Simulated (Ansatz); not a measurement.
# Al26N27: the cost of one run

Method: DFT, PBE, plane-wave PAW, default files, scalar-relativistic, as far as a step names no other, in Ansatz 0.2.0.

A COD entry behind a cell of this session may itself be a prediction, so a difference from it is no test against experiment.

### Step 1. The system as given

Symmetry: Fm-3m, No. 225, cubic system. The conventional cell has a = 11.814 Å, b = 11.814 Å, c = 11.814 Å, α = 90.00°, β = 90.00°, γ = 90.00°. Al (site symmetry mm2) has 6 N at 1.97 Å as nearest neighbours. Around Al (site symmetry 3m) lie 6 N at 1.97 Å. Around Al (site symmetry 4mm) lie 6 N at 1.97 Å. Around N (site symmetry 3m) lie 6 Al at 1.97 Å. Around N (site symmetry 4mm) lie 5 Al at 1.97 Å. N (site symmetry mm2) is surrounded by 6 Al at 1.97 Å. Around N (site symmetry m-3m) lie 6 Al at 1.97 Å.

Coordinates:

```xyz
53
Lattice="0.0000 5.9070 5.9070 5.9070 0.0000 5.9070 5.9070 5.9070 0.0000" Properties=species:S:1:pos:R:3 pbc="T T T"
Al    1.9690    1.9690    0.0000
Al    3.9380    3.9380    0.0000
Al    1.9690    0.0000    1.9690
Al    3.9380    1.9690    1.9690
Al    5.9070    3.9380    1.9690
Al    3.9380    0.0000    3.9380
Al    5.9070    1.9690    3.9380
Al    7.8760    3.9380    3.9380
Al    0.0000    1.9690    1.9690
Al    1.9690    3.9380    1.9690
Al    3.9380    5.9070    1.9690
Al    1.9690    1.9690    3.9380
Al    3.9380    3.9380    3.9380
Al    5.9070    5.9070    3.9380
Al    3.9380    1.9690    5.9070
Al    5.9070    3.9380    5.9070
Al    7.8760    5.9070    5.9070
Al    0.0000    3.9380    3.9380
Al    1.9690    5.9070    3.9380
Al    3.9380    7.8760    3.9380
Al    1.9690    3.9380    5.9070
Al    3.9380    5.9070    5.9070
Al    5.9070    7.8760    5.9070
Al    3.9380    3.9380    7.8760
Al    5.9070    5.9070    7.8760
Al    7.8760    7.8760    7.8760
N     1.9690    1.9690    1.9690
N     3.9380    3.9380    1.9690
N     5.9070    5.9070    1.9690
N     3.9380    1.9690    3.9380
N     5.9070    3.9380    3.9380
N     7.8760    5.9070    3.9380
N     5.9070    1.9690    5.9070
N     7.8760    3.9380    5.9070
N     9.8450    5.9070    5.9070
N     1.9690    3.9380    3.9380
N     3.9380    5.9070    3.9380
N     5.9070    7.8760    3.9380
N     3.9380    3.9380    5.9070
N     5.9070    5.9070    5.9070
N     7.8760    7.8760    5.9070
N     5.9070    3.9380    7.8760
N     7.8760    5.9070    7.8760
N     9.8450    7.8760    7.8760
N     1.9690    5.9070    5.9070
N     3.9380    7.8760    5.9070
N     5.9070    9.8450    5.9070
N     3.9380    5.9070    7.8760
N     5.9070    7.8760    7.8760
N     7.8760    9.8450    7.8760
N     5.9070    5.9070    9.8450
N     7.8760    7.8760    9.8450
N     9.8450    9.8450    9.8450
```

The vacant site is at (0.000, 0.000, 0.000) in fractional coordinates of the input's cell.

### Step 2. Gradients at the starting positions

input.yaml

```yaml
crystal:
  lattice:
    - [0.0, 5.907, 5.907]
    - [5.907, 0.0, 5.907]
    - [5.907, 5.907, 0.0]
  atoms:
    - { symbol: Al, position: [0.0, 0.0, 0.3333333333] }
    - { symbol: Al, position: [0.0, 0.0, 0.6666666667] }
    - { symbol: Al, position: [0.0, 0.3333333333, 0.0] }
    - { symbol: Al, position: [0.0, 0.3333333333, 0.3333333333] }
    - { symbol: Al, position: [0.0, 0.3333333333, 0.6666666667] }
    - { symbol: Al, position: [0.0, 0.6666666667, 0.0] }
    - { symbol: Al, position: [0.0, 0.6666666667, 0.3333333333] }
    - { symbol: Al, position: [0.0, 0.6666666667, 0.6666666667] }
    - { symbol: Al, position: [0.3333333333, 0.0, 0.0] }
    - { symbol: Al, position: [0.3333333333, 0.0, 0.3333333333] }
    - { symbol: Al, position: [0.3333333333, 0.0, 0.6666666667] }
    - { symbol: Al, position: [0.3333333333, 0.3333333333, 0.0] }
    - { symbol: Al, position: [0.3333333333, 0.3333333333, 0.3333333333] }
    - { symbol: Al, position: [0.3333333333, 0.3333333333, 0.6666666667] }
    - { symbol: Al, position: [0.3333333333, 0.6666666667, 0.0] }
    - { symbol: Al, position: [0.3333333333, 0.6666666667, 0.3333333333] }
    - { symbol: Al, position: [0.3333333333, 0.6666666667, 0.6666666667] }
    - { symbol: Al, position: [0.6666666667, 0.0, 0.0] }
    - { symbol: Al, position: [0.6666666667, 0.0, 0.3333333333] }
    - { symbol: Al, position: [0.6666666667, 0.0, 0.6666666667] }
    - { symbol: Al, position: [0.6666666667, 0.3333333333, 0.0] }
    - { symbol: Al, position: [0.6666666667, 0.3333333333, 0.3333333333] }
    - { symbol: Al, position: [0.6666666667, 0.3333333333, 0.6666666667] }
    - { symbol: Al, position: [0.6666666667, 0.6666666667, 0.0] }
    - { symbol: Al, position: [0.6666666667, 0.6666666667, 0.3333333333] }
    - { symbol: Al, position: [0.6666666667, 0.6666666667, 0.6666666667] }
    - { symbol: "N", position: [0.1666666667, 0.1666666667, 0.1666666667] }
    - { symbol: "N", position: [0.1666666667, 0.1666666667, 0.5] }
    - { symbol: "N", position: [0.1666666667, 0.1666666667, 0.8333333333], spin: 0.5 }
    - { symbol: "N", position: [0.1666666667, 0.5, 0.1666666667] }
    - { symbol: "N", position: [0.1666666667, 0.5, 0.5] }
    - { symbol: "N", position: [0.1666666667, 0.5, 0.8333333333] }
    - { symbol: "N", position: [0.1666666667, 0.8333333333, 0.1666666667], spin: 0.5 }
    - { symbol: "N", position: [0.1666666667, 0.8333333333, 0.5] }
    - { symbol: "N", position: [0.1666666667, 0.8333333333, 0.8333333333], spin: 0.5 }
    - { symbol: "N", position: [0.5, 0.1666666667, 0.1666666667] }
    - { symbol: "N", position: [0.5, 0.1666666667, 0.5] }
    - { symbol: "N", position: [0.5, 0.1666666667, 0.8333333333] }
    - { symbol: "N", position: [0.5, 0.5, 0.1666666667] }
    - { symbol: "N", position: [0.5, 0.5, 0.5] }
    - { symbol: "N", position: [0.5, 0.5, 0.8333333333] }
    - { symbol: "N", position: [0.5, 0.8333333333, 0.1666666667] }
    - { symbol: "N", position: [0.5, 0.8333333333, 0.5] }
    - { symbol: "N", position: [0.5, 0.8333333333, 0.8333333333] }
    - { symbol: "N", position: [0.8333333333, 0.1666666667, 0.1666666667], spin: 0.5 }
    - { symbol: "N", position: [0.8333333333, 0.1666666667, 0.5] }
    - { symbol: "N", position: [0.8333333333, 0.1666666667, 0.8333333333], spin: 0.5 }
    - { symbol: "N", position: [0.8333333333, 0.5, 0.1666666667] }
    - { symbol: "N", position: [0.8333333333, 0.5, 0.5] }
    - { symbol: "N", position: [0.8333333333, 0.5, 0.8333333333] }
    - { symbol: "N", position: [0.8333333333, 0.8333333333, 0.1666666667], spin: 0.5 }
    - { symbol: "N", position: [0.8333333333, 0.8333333333, 0.5] }
    - { symbol: "N", position: [0.8333333333, 0.8333333333, 0.8333333333] }
magnetization:
  spin_polarized: true
total_charge: -2
kpoints:
  mp_grid: { grid: [3, 3, 3] }
scf:
  occupations: { method: fermi_dirac, width: 0.01 }
hamiltonian:
  xc: pbe
  pseudopotentials: { kind: paw }
output:
  forces: true
  stress: true
  populations: true
  efg:
    quadrupole_moments_barn: { Al: 0.1466, "N": 0.02044 }
    contact_densities: true
```

On the command line:

```bash
> ansatz run input.yaml --threads 1 --pin off --max-ram 3072MiB --backend cpu --events-out ev --progress --plain --runs-dir out
```

Q: Estimate wall time and peak memory on 1 thread of Intel Xeon Platinum 8488C (Sapphire Rapids), shared host.

About 84 s, with a peak of 1.3 GiB.
